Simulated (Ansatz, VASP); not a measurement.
**SnTe in VASP and in Ansatz**

INCAR

```
ALGO = Normal
EDIFF = 1E-7
ENCUT = 520
GGA = PE
ISIF = 2
ISMEAR = -1
LASPH = True
LCHARG = False
LREAL = False
LWAVE = False
NBANDS = 17
NELM = 60
PREC = Accurate
SIGMA = 0.05
```

Contents of KPOINTS:

```
k-points
0
Gamma
  7 7 7
```

The input POSCAR:

```
SnTe
1.0
    3.9560835241      0.0000000000      0.0000000000
    0.0000000000      3.9560835241      0.0000000000
    0.0000000000      0.0000000000      3.9560835241
Te Sn
1 1
Direct
    0.5000000000      0.5000000000      0.5000000000
    0.0000000000      0.0000000000      0.0000000000
```

The input input.yaml:

```yaml
crystal:
  lattice:
    - [3.9560835241, 0.0, 0.0]
    - [0.0, 3.9560835241, 0.0]
    - [0.0, 0.0, 3.9560835241]
  atoms:
    - { symbol: Te, position: [0.5, 0.5, 0.5] }
    - { symbol: Sn, position: [0.0, 0.0, 0.0] }
hamiltonian:
  xc: pbe
  pseudopotentials: { kind: paw }
kpoints:
  mp_grid: { grid: [7, 7, 7] }
scf:
  occupations: { method: fermi_dirac, width: 0.05 }
output:
  forces: true
  stress: true
  eigenvalues: true
  write_density: true
  write_potential: true
  elf: true
  volumetric_format: npy
```

Change from the starting cell: volume scaled by 1.04.

Alike in both runs: task single point; functional PBE; k mesh 7 × 7 × 7; occupations fermi-dirac, width 0.05 eV; no spin polarisation.

|  | VASP | Ansatz |
| --- | --- | --- |
| version | VASP 6.6.1 | Ansatz 0.2.0 |
| potentials or method | VASP PAW PBE potentials, release 64 (Te, Sn_d) | Ansatz PAW |
| plane-wave cutoff (eV) | 520 | 420 |
| valence electrons in the cell | 20 | 30 |

Ansatz gave:

| Property | Result |
| --- | --- |
| gap on the k mesh at the Fermi level (eV) | none |
| pressure (GPa) | -2.1 |

Estimate VASP's values.

gap on the k mesh at the Fermi level (eV): none; pressure (GPa): -2.2.

A gap of «none» marks a metal or a gap that the smearing closes. The two sets of potentials don't hold the same shells in valence.

Spin-orbit coupling is left out, which matters for the levels of Te.
